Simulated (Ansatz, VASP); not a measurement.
# One calculation of Be2S, two programs

```
Be S
1.0
     3.25718    0.00000    0.00000
    -1.62859    2.82080    0.00000
     0.00000    0.00000    4.45248
Be S
2 1
Direct
  0.33333 0.66667 0.73429
  0.33333 0.66667 0.26571
  0.00000 0.00000 0.00000
```

Alike in both runs: functional PBE; k mesh 7 × 7 × 5; occupations gaussian, width 0.2 eV; no spin polarisation.

Ansatz relaxed the structure, and its values are those at the end. VASP's run is a single point on that final structure, the one shown.

```csv
,VASP,Ansatz
version,VASP 6.6.1,Ansatz 0.2.0
potentials or method,"VASP PAW PBE potentials, release 64 (Be, S)","scalar-relativistic, plane waves, PAW"
plane-wave cutoff (eV),520,420
valence electrons in the cell,10,10
```

```tsv
	VASP	Ansatz	Ansatz less VASP
gap on the k mesh at the Fermi level (eV)	0.47	0.47	-0.005
least direct gap on the mesh (eV)	1.33	1.33	-0.003
pressure (GPa)	0.0	0.0	0.00
rms of the force components (eV/Å)	0.004	0.001	-0.0023
```

Caveats: an odd mesh through Γ misses points on the zone boundary, where band edges often lie.
